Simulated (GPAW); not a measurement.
# InP (F-43m) in GPAW: further runs

One crystal, InP, is run at these levels: PBE; tasks: single point.

All numbers are computed with GPAW 26.7.0; they aren't measurements. Logs are shortened: lines on timing, memory, paths and dates and some standing lists are left out, and cuts for length are marked. The log counts tension as positive stress, the text compression.

**Experimental background.**

A printed reference work, data compilation reports, for a bulk crystal of InP at 1.6 K: band gap 1.4236 eV (direct).

The runs below are set against these values where they give the same quantity.

### 1 The crystal as given

It takes space group F-43m (No. 216, cubic). The conventional cell has a = 5.861 Å, b = 5.861 Å, c = 5.861 Å, α = 90.00°, β = 90.00°, γ = 90.00°. In (site symmetry -43m) is surrounded by 4 P at 2.54 Å. Around P (site symmetry -43m) lie 4 In at 2.54 Å.

### 2 Single point, PBE

Input file run.py:

```python
from ase import Atoms
from ase.dft.bandgap import bandgap
from ase.io import write
from ase.units import GPa
from gpaw import GPAW, PW

atoms = Atoms(['In', 'P'],
              cell=[[0.0, 2.9305, 2.9305],
                    [2.9305, 0.0, 2.9305],
                    [2.9305, 2.9305, 0.0]],
              scaled_positions=[[0.0, 0.0, 0.0],
                                [0.75, 0.75, 0.75]],
              pbc=True)

calc = GPAW(mode=PW(450),
            xc='PBE',
            kpts={'size': (6, 6, 6), 'gamma': True},
            occupations={'name': 'fermi-dirac', 'width': 0.05},
            nbands=18,
            maxiter=120,
            txt='gpaw.txt')
atoms.calc = calc
energy = atoms.get_potential_energy()
forces = atoms.get_forces()
stress = atoms.get_stress()
calc.write('gs.gpw')
write('result.traj', atoms)
print(f'Energy: {energy:.6f} eV')
print('Forces (eV/A):')
print(forces.round(4))
print('Stress (GPa):', (stress / GPa).round(3))
print('Fermi level:', round(calc.get_fermi_level(), 4), 'eV')
print(f'Gap: {bandgap(calc)[0]:.4f} eV, direct: {bandgap(calc, direct=True)[0]:.4f} eV')
```

Potentials or basis: GPAW PAW data sets (gpaw-data 1.2.1), pw.

Started as:

```sh
$ OMP_NUM_THREADS=1 python run.py
```

gpaw.txt:

```text
__  _  _
 | _ |_)|_||  |
 |__||  | ||/\| - 26.7.0

Input parameters:
  mode=PW(ecut=450.00000000000006),
  kpts=MonkhorstPack(size=(6, 6, 6), gamma=True),
  maxiter=120,
  nbands=18,
  occupations=Occupations(name='fermi-dirac', width=0.05),
  xc=XC(name='PBE')

Diagonalizing LCAO Hamiltonian
Converting LCAO to pw mode

                     P

       In

Atoms  # Å, Bohr magnetons
|   | symbol |        x |        y |        z |    initial magnetic moments |
|---|--------|----------|----------|----------|-----------------------------|
| 0 |     In | 0.000000 | 0.000000 | 0.000000 | ( 0.0000,  0.0000,  0.0000) |
| 1 |      P | 4.395750 | 4.395750 | 4.395750 | ( 0.0000,  0.0000,  0.0000) |

Unit cell  # Å
| periodic |        x |        y |        z |  lengths |    angles |
|----------|----------|----------|----------|----------|-----------|
|      yes | 0.000000 | 2.930500 | 2.930500 | 4.144353 | 60.000000 |
|      yes | 2.930500 | 0.000000 | 2.930500 | 4.144353 | 60.000000 |
|      yes | 2.930500 | 2.930500 | 0.000000 | 4.144353 | 60.000000 |

Number of symmetries: 24
Symmetry operations  # r_c * U_cc + t_c -> r_c
|    | kind |            matrix            |
|----|------|------------------------------|
|  0 |  E   |  1, 0, 0,  0, 1, 0,  0, 0, 1 |
|  1 |  σ   |  1, 0, 0,  0, 0, 1,  0, 1, 0 |
|  2 |  σ   |  1, 0,-1,  0, 1,-1,  0, 0,-1 |
|  3 |  C3  |  1, 0,-1,  0, 0,-1,  0, 1,-1 |
|  4 |  C3  |  1,-1, 0,  0,-1, 1,  0,-1, 0 |
|  5 |  σ   |  1,-1, 0,  0,-1, 0,  0,-1, 1 |
|  6 |  σ   |  0, 1, 0,  1, 0, 0,  0, 0, 1 |
|  7 |  C3  |  0, 1, 0,  0, 0, 1,  1, 0, 0 |
|  8 |  C2  |  0, 1,-1,  1, 0,-1,  0, 0,-1 |
|  9 |  S4  |  0, 1,-1,  0, 0,-1,  1, 0,-1 |
| 10 |  C3  |  0, 0, 1,  1, 0, 0,  0, 1, 0 |
| 11 |  σ   |  0, 0, 1,  0, 1, 0,  1, 0, 0 |
| 12 |  S4  |  0, 0,-1,  1, 0,-1,  0, 1,-1 |
| 13 |  C3  |  0, 0,-1,  0, 1,-1,  1, 0,-1 |
| 14 |  S4  |  0,-1, 1,  1,-1, 0,  0,-1, 0 |
| 15 |  C2  |  0,-1, 1,  0,-1, 0,  1,-1, 0 |
| 16 |  C3  |  0,-1, 0,  1,-1, 0,  0,-1, 1 |
| 17 |  S4  |  0,-1, 0,  0,-1, 1,  1,-1, 0 |
| 18 |  S4  | -1, 1, 0, -1, 0, 1, -1, 0, 0 |
| 19 |  C3  | -1, 1, 0, -1, 0, 0, -1, 0, 1 |
| 20 |  C3  | -1, 0, 1, -1, 1, 0, -1, 0, 0 |
| 21 |  S4  | -1, 0, 1, -1, 0, 0, -1, 1, 0 |
| 22 |  σ   | -1, 0, 0, -1, 1, 0, -1, 0, 1 |
| 23 |  C2  | -1, 0, 0, -1, 0, 1, -1, 1, 0 |

BZ-sampling:
  Number of BZ points: 216
  Number of IBZ points: 16

  Monkhorst-Pack size: [6, 6, 6]
  Monkhorst-Pack shift: [0.08333333333333333, 0.08333333333333333, 0.08333333333333333]

K-points  # in reciprocal-cell coordinates
|     |                                coordinates |     weight |
|-----|--------------------------------------------|------------|
|   0 | (  0.00000000,   0.00000000,   0.00000000) | 0.00462963 |
|   1 | (  0.16666667,   0.16666667,   0.00000000) | 0.02777778 |
|   2 | (  0.16666667,   0.16666667,   0.16666667) | 0.03703704 |
|   3 | (  0.33333333,   0.16666667,   0.16666667) | 0.05555556 |
|   4 | (  0.33333333,   0.33333333,  -0.33333333) | 0.05555556 |
|   5 | (  0.33333333,   0.33333333,   0.00000000) | 0.02777778 |
|   6 | (  0.33333333,   0.33333333,   0.16666667) | 0.11111111 |
|   7 | (  0.33333333,   0.33333333,   0.33333333) | 0.03703704 |
|   8 | (  0.50000000,   0.33333333,  -0.33333333) | 0.11111111 |
|   9 | (  0.50000000,   0.33333333,  -0.16666667) | 0.05555556 |
| ... |                                            |            |
|  15 | (  0.50000000,   0.50000000,   0.50000000) | 0.01851852 |

Plane wave coefficients: 1113
Cutoff: 450.00000000000006 eV

Spin-components: 1 (collinear spins)
Bands:           18
Projectors:      11
Spin-degeneracy: 2
Datatype:        complex128

Parallelization:
  kpt:    1
  domain: 1
  band:   1

Density:
  Valence electrons: 18.0
  Components: 1
  Grid points: [21 21 21]
  Charge: 0.0  # |e|

Potential:
  Grid points: [21 21 21]

species:
  In:
    name:    Indium
    Z:       49.0
    valence: 13
    core:    36
    charge:  0.0  # [|e|]
    compensation charges:
      type: gauss
      rc: 0.36  # [Å]
      lmax: 2
    cutoffs:
      filter: 2.09  # [Å]
      core: 2.48  # [Å]
    projectors
    | kind |    occ | energy [eV] | rcut [Å] |
    |------|--------|-------------|----------|
    |   5s |  2.000 |      -8.203 |    1.185 |
    |   5p |  1.000 |      -2.521 |    1.244 |
    |   4d | 10.000 |     -18.629 |    1.148 |
    |    s |        |      19.008 |    1.185 |
    |    p |        |      24.691 |    1.244 |
    |    d |        |       8.583 |    1.148 |

    Using partial waves for In as LCAO basis

  P:
    name:    Phosphorus
    Z:       15.0
    valence: 5
    core:    10
    charge:  0.0  # [|e|]
    compensation charges:
      type: gauss
      rc: 0.30  # [Å]
      lmax: 2
    cutoffs:
      filter: 1.69  # [Å]
      core: 1.81  # [Å]
    projectors
    | kind |    occ | energy [eV] | rcut [Å] |
    |------|--------|-------------|----------|
    |   3s |  2.000 |     -13.968 |    0.953 |
    |   3p |  3.000 |      -5.506 |    0.953 |
    |    s |        |      13.244 |    0.953 |
    |    p |        |      21.705 |    0.953 |
    |    d |        |       0.000 |    0.953 |

    Using partial waves for P as LCAO basis

Reference energy: -169278.333319  # eV

eigensolver:
  PPCG
  Converge bands: occupied
  niter=2

density mixing:
  MSR1-Mixer
  Pratt-step length: 0.05
  Maximum mixing coefficient: 0.75
  Old densities: 10
  SVD Regularization: 0.005
  Good broyden scale: 1.0
  Trust region scale: 1.0
  Backstep threshold: 4.0
  History deletion threshold: 6.0
  Fourier metric: weight=20.0, sigma=0.015

occupation numbers:
  Fermi-Dirac:
    width: 0.0500  # eV

poisson solver:
  ecut: 3600.0000000000005  # eV

xc functional:
  name: PBE with 2 nearest neighbor stencil

convergence criteria:
- Maximum [total energy] change in last 3 cyles: 0.0005 eV / valence electron
- Maximum integral of absolute [dens]ity change: 0.0001 electrons / valence electron
- Maximum integral of absolute [eigenst]ate change: 4e-08 eV^2 / valence electron
maximum number of iterations: 120

SCF iterations
|iter     | |      energy | eigst |  dens |
|---------|-|-------------|-------|-------|
|iter:   1| |   -8.910627 | -0.41 |       |
|iter:   2| |   -8.832821 | -2.32 | -1.11 |
|iter:   3| |   -8.547209 | -1.79 | -1.15 |
|iter:   4| |   -8.547080 | -3.28 | -1.75 |
|iter:   5| |   -8.547137c| -4.03 | -2.25 |
|iter:   6| |   -8.547176c| -5.43 | -3.07 |
|iter:   7| |   -8.547181c| -6.53 | -3.56 |
|iter:   8| |   -8.547181c| -7.96c| -4.63c|

Converged in 8 steps
Energy contributions relative to reference atoms: (reference = -169278.333319)

Energy contributions:
  Kinetic:          22.941917
  Coulomb:         -21.014554
  Zero:              0.200272
  External:          0.000000
  Xc:              -10.674810
  Entropy:          -0.000011
  Spinorbit:         0.000000
  ----------------------------
  Free energy:      -8.547187
  Extrapolated:     -8.547181

dipole moment: (-16.901459, -16.901459, -16.901459)  # |e|*Ang

Fermi level: 5.306
Eigenvalues  # (at kpt = [0.000, 0.000, 0.000])
| band index |      eig [eV] | occ [0-2] |
|------------|---------------|-----------|
|          0 |        -9.177 |     2.000 |
|          1 |        -9.177 |     2.000 |
|          2 |        -9.177 |     2.000 |
|          3 |        -9.022 |     2.000 |
|          4 |        -9.022 |     2.000 |
|          5 |        -6.599 |     2.000 |
|          6 |         4.925 |     1.999 |
|          7 |         4.925 |     1.999 |
|          8 |         4.925 |     1.999 |
|          9 |         5.631 |     0.003 |
|         10 |         8.985 |     0.000 |
|         11 |         8.985 |     0.000 |
|         12 |         8.985 |     0.000 |
|         13 |        13.527 |     0.000 |
|         14 |        14.338 |     0.000 |
|         15 |        14.338 |     0.000 |
|         16 |        16.135 |     0.000 |
|         17 |        16.135 |     0.000 |

Gap: 0.706 eV
Transition (v -> c):
  (s=0, k=0, n=8, [0.00, 0.00, 0.00]) -> (s=0, k=0, n=9, [0.00, 0.00, 0.00])
No difference between direct/indirect transitions

Forces  # eV/Ang
|        x |        y |        z |
|----------|----------|----------|
|  0.00000 | -0.00000 |  0.00000 |  # In   0
| -0.00000 | -0.00000 | -0.00000 |  # P    1

Stress tensor  # eV/Ang^3
|         x |         y |         z |
|-----------|-----------|-----------|
| -0.012254 | -0.000000 | -0.000000 |
| -0.000000 | -0.012254 |  0.000000 |
| -0.000000 |  0.000000 | -0.012254 |

# Writing to gs.gpw (mode='')
```

Wall time 6.4 s (1 thread of Arm Neoverse V2, shared host); peak memory 0.14 GiB.

Results:

- Free energy: -8.5472 eV
- Pressure: 2.0 GPa
- Band gap on the k mesh: 0.71 eV, direct

Caveat: the cutoff is short for stress and forces, so pressures can be off by a GPa or more; spin-orbit coupling is left out, which moves the levels of the heavy elements.

### 3 Single point, PBE

Changes to run.py since step 2:

```diff
@@ -14,3 +14,3 @@
 
-calc = GPAW(mode=PW(450),
+calc = GPAW(mode=PW(500),
             xc='PBE',
```

Potentials or basis: GPAW PAW data sets (gpaw-data 1.2.1), pw.

Started as:

```sh
$ OMP_NUM_THREADS=1 python run.py
```

gpaw.txt:

```text
__  _  _
 | _ |_)|_||  |
 |__||  | ||/\| - 26.7.0

Input parameters:
  mode=PW(ecut=500.0),
  kpts=MonkhorstPack(size=(6, 6, 6), gamma=True),
  maxiter=120,
  nbands=18,
  occupations=Occupations(name='fermi-dirac', width=0.05),
  xc=XC(name='PBE')

Diagonalizing LCAO Hamiltonian
Converting LCAO to pw mode

                     P

       In

Atoms  # Å, Bohr magnetons
|   | symbol |        x |        y |        z |    initial magnetic moments |
|---|--------|----------|----------|----------|-----------------------------|
| 0 |     In | 0.000000 | 0.000000 | 0.000000 | ( 0.0000,  0.0000,  0.0000) |
| 1 |      P | 4.395750 | 4.395750 | 4.395750 | ( 0.0000,  0.0000,  0.0000) |

Unit cell  # Å
| periodic |        x |        y |        z |  lengths |    angles |
|----------|----------|----------|----------|----------|-----------|
|      yes | 0.000000 | 2.930500 | 2.930500 | 4.144353 | 60.000000 |
|      yes | 2.930500 | 0.000000 | 2.930500 | 4.144353 | 60.000000 |
|      yes | 2.930500 | 2.930500 | 0.000000 | 4.144353 | 60.000000 |

Number of symmetries: 24
Symmetry operations  # r_c * U_cc + t_c -> r_c
|    | kind |            matrix            |
|----|------|------------------------------|
|  0 |  E   |  1, 0, 0,  0, 1, 0,  0, 0, 1 |
|  1 |  σ   |  1, 0, 0,  0, 0, 1,  0, 1, 0 |
|  2 |  σ   |  1, 0,-1,  0, 1,-1,  0, 0,-1 |
|  3 |  C3  |  1, 0,-1,  0, 0,-1,  0, 1,-1 |
|  4 |  C3  |  1,-1, 0,  0,-1, 1,  0,-1, 0 |
|  5 |  σ   |  1,-1, 0,  0,-1, 0,  0,-1, 1 |
|  6 |  σ   |  0, 1, 0,  1, 0, 0,  0, 0, 1 |
|  7 |  C3  |  0, 1, 0,  0, 0, 1,  1, 0, 0 |
|  8 |  C2  |  0, 1,-1,  1, 0,-1,  0, 0,-1 |
|  9 |  S4  |  0, 1,-1,  0, 0,-1,  1, 0,-1 |
| 10 |  C3  |  0, 0, 1,  1, 0, 0,  0, 1, 0 |
| 11 |  σ   |  0, 0, 1,  0, 1, 0,  1, 0, 0 |
| 12 |  S4  |  0, 0,-1,  1, 0,-1,  0, 1,-1 |
| 13 |  C3  |  0, 0,-1,  0, 1,-1,  1, 0,-1 |
| 14 |  S4  |  0,-1, 1,  1,-1, 0,  0,-1, 0 |
| 15 |  C2  |  0,-1, 1,  0,-1, 0,  1,-1, 0 |
| 16 |  C3  |  0,-1, 0,  1,-1, 0,  0,-1, 1 |
| 17 |  S4  |  0,-1, 0,  0,-1, 1,  1,-1, 0 |
| 18 |  S4  | -1, 1, 0, -1, 0, 1, -1, 0, 0 |
| 19 |  C3  | -1, 1, 0, -1, 0, 0, -1, 0, 1 |
| 20 |  C3  | -1, 0, 1, -1, 1, 0, -1, 0, 0 |
| 21 |  S4  | -1, 0, 1, -1, 0, 0, -1, 1, 0 |
| 22 |  σ   | -1, 0, 0, -1, 1, 0, -1, 0, 1 |
| 23 |  C2  | -1, 0, 0, -1, 0, 1, -1, 1, 0 |

BZ-sampling:
  Number of BZ points: 216
  Number of IBZ points: 16

  Monkhorst-Pack size: [6, 6, 6]
  Monkhorst-Pack shift: [0.08333333333333333, 0.08333333333333333, 0.08333333333333333]

K-points  # in reciprocal-cell coordinates
|     |                                coordinates |     weight |
|-----|--------------------------------------------|------------|
|   0 | (  0.00000000,   0.00000000,   0.00000000) | 0.00462963 |
|   1 | (  0.16666667,   0.16666667,   0.00000000) | 0.02777778 |
|   2 | (  0.16666667,   0.16666667,   0.16666667) | 0.03703704 |
|   3 | (  0.33333333,   0.16666667,   0.16666667) | 0.05555556 |
|   4 | (  0.33333333,   0.33333333,  -0.33333333) | 0.05555556 |
|   5 | (  0.33333333,   0.33333333,   0.00000000) | 0.02777778 |
|   6 | (  0.33333333,   0.33333333,   0.16666667) | 0.11111111 |
|   7 | (  0.33333333,   0.33333333,   0.33333333) | 0.03703704 |
|   8 | (  0.50000000,   0.33333333,  -0.33333333) | 0.11111111 |
|   9 | (  0.50000000,   0.33333333,  -0.16666667) | 0.05555556 |
| ... |                                            |            |
|  15 | (  0.50000000,   0.50000000,   0.50000000) | 0.01851852 |

Plane wave coefficients: 1303
Cutoff: 500.0 eV

Spin-components: 1 (collinear spins)
Bands:           18
Projectors:      11
Spin-degeneracy: 2
Datatype:        complex128

Parallelization:
  kpt:    1
  domain: 1
  band:   1

Density:
  Valence electrons: 18.0
  Components: 1
  Grid points: [24 24 24]
  Charge: 0.0  # |e|

Potential:
  Grid points: [24 24 24]

species:
  In:
    name:    Indium
    Z:       49.0
    valence: 13
    core:    36
    charge:  0.0  # [|e|]
    compensation charges:
      type: gauss
      rc: 0.36  # [Å]
      lmax: 2
    cutoffs:
      filter: 2.09  # [Å]
      core: 2.48  # [Å]
    projectors
    | kind |    occ | energy [eV] | rcut [Å] |
    |------|--------|-------------|----------|
    |   5s |  2.000 |      -8.203 |    1.185 |
    |   5p |  1.000 |      -2.521 |    1.244 |
    |   4d | 10.000 |     -18.629 |    1.148 |
    |    s |        |      19.008 |    1.185 |
    |    p |        |      24.691 |    1.244 |
    |    d |        |       8.583 |    1.148 |

    Using partial waves for In as LCAO basis

  P:
    name:    Phosphorus
    Z:       15.0
    valence: 5
    core:    10
    charge:  0.0  # [|e|]
    compensation charges:
      type: gauss
      rc: 0.30  # [Å]
      lmax: 2
    cutoffs:
      filter: 1.69  # [Å]
      core: 1.81  # [Å]
    projectors
    | kind |    occ | energy [eV] | rcut [Å] |
    |------|--------|-------------|----------|
    |   3s |  2.000 |     -13.968 |    0.953 |
    |   3p |  3.000 |      -5.506 |    0.953 |
    |    s |        |      13.244 |    0.953 |
    |    p |        |      21.705 |    0.953 |
    |    d |        |       0.000 |    0.953 |

    Using partial waves for P as LCAO basis

Reference energy: -169278.333319  # eV

eigensolver:
  PPCG
  Converge bands: occupied
  niter=2

density mixing:
  MSR1-Mixer
  Pratt-step length: 0.05
  Maximum mixing coefficient: 0.75
  Old densities: 10
  SVD Regularization: 0.005
  Good broyden scale: 1.0
  Trust region scale: 1.0
  Backstep threshold: 4.0
  History deletion threshold: 6.0
  Fourier metric: weight=20.0, sigma=0.015

occupation numbers:
  Fermi-Dirac:
    width: 0.0500  # eV

poisson solver:
  ecut: 4000.0  # eV

xc functional:
  name: PBE with 2 nearest neighbor stencil

convergence criteria:
- Maximum [total energy] change in last 3 cyles: 0.0005 eV / valence electron
- Maximum integral of absolute [dens]ity change: 0.0001 electrons / valence electron
- Maximum integral of absolute [eigenst]ate change: 4e-08 eV^2 / valence electron
maximum number of iterations: 120

SCF iterations
|iter     | |      energy | eigst |  dens |
|---------|-|-------------|-------|-------|
|iter:   1| |   -8.946382 | -0.36 |       |
|iter:   2| |   -8.869021 | -2.28 | -1.11 |
|iter:   3| |   -8.585432 | -1.78 | -1.15 |
|iter:   4| |   -8.585374 | -3.24 | -1.75 |
|iter:   5| |   -8.585462c| -3.99 | -2.24 |
|iter:   6| |   -8.585504c| -5.40 | -3.05 |
|iter:   7| |   -8.585510c| -6.49 | -3.55 |
|iter:   8| |   -8.585510c| -7.94c| -4.61c|

Converged in 8 steps
Energy contributions relative to reference atoms: (reference = -169278.333319)

Energy contributions:
  Kinetic:          22.633221
  Coulomb:         -20.699497
  Zero:              0.151143
  External:          0.000000
  Xc:              -10.670371
  Entropy:          -0.000011
  Spinorbit:         0.000000
  ----------------------------
  Free energy:      -8.585515
  Extrapolated:     -8.585510

dipole moment: (-16.911155, -16.911155, -16.911155)  # |e|*Ang

Fermi level: 5.306
Eigenvalues  # (at kpt = [0.000, 0.000, 0.000])
| band index |      eig [eV] | occ [0-2] |
|------------|---------------|-----------|
|          0 |        -9.181 |     2.000 |
|          1 |        -9.181 |     2.000 |
|          2 |        -9.181 |     2.000 |
|          3 |        -9.028 |     2.000 |
|          4 |        -9.028 |     2.000 |
|          5 |        -6.599 |     2.000 |
[... 10 lines left out ...]
|         16 |        16.134 |     0.000 |
|         17 |        16.134 |     0.000 |

Gap: 0.708 eV
Transition (v -> c):
  (s=0, k=0, n=8, [0.00, 0.00, 0.00]) -> (s=0, k=0, n=9, [0.00, 0.00, 0.00])
No difference between direct/indirect transitions

Forces  # eV/Ang
|       x |        y |        z |
|---------|----------|----------|
| 0.00000 |  0.00000 | -0.00000 |  # In   0
| 0.00000 | -0.00000 | -0.00000 |  # P    1

Stress tensor  # eV/Ang^3
|         x |         y |         z |
|-----------|-----------|-----------|
| -0.016437 |  0.000000 |  0.000000 |
|  0.000000 | -0.016437 |  0.000000 |
|  0.000000 |  0.000000 | -0.016437 |

# Writing to gs.gpw (mode='')
```

Run time: 9.8 s. Hardware: 1 thread of Arm Neoverse V1, shared host; peak memory 0.14 GiB.

What came out:

| Property | Result |
| --- | --- |
| Free energy | -8.5855 eV |
| Pressure | 2.6 GPa |
| Band gap on the k mesh | 0.71 eV, direct |

Levels at points of the mesh, in eV from the valence-band top:
| k point | band 7 | band 8 | band 9 | band 10 | band 11 | band 12 |
| --- | --- | --- | --- | --- | --- | --- |
| (0.00, 0.00, 0.00) | 0.00 | 0.00 | 0.00 | 0.71 | 4.06 | 4.06 |
| (0.50, 0.50, 0.00) | -5.75 | -2.34 | -2.34 | 1.76 | 2.27 | 9.21 |
| (0.50, 0.50, 0.50) | -5.74 | -0.98 | -0.98 | 1.50 | 4.79 | 4.79 |

Caveat: the cutoff is short for stress and forces, so pressures can be off by a GPa or more; spin-orbit coupling is left out, which moves the levels of the heavy elements.

### 4 How close it comes

Step 2. A measured gap of InP is 1.4236 eV (direct; 1.6 K; a printed reference work, data compilation); the calculated 0.71 eV misses it by -0.72 eV. Spin-orbit coupling on In is left out. The value is that of PBE, without temperature or zero-point motion. Semilocal functionals fall short of measured gaps as a rule.

Step 3. Measured gap of InP: 1.4236 eV (direct; 1.6 K; a printed reference work, data compilation). This calculation gives 0.71 eV (-0.72 eV). Spin-orbit coupling on In is left out. The value is that of PBE, without temperature or zero-point motion. Semilocal functionals fall short of measured gaps as a rule.
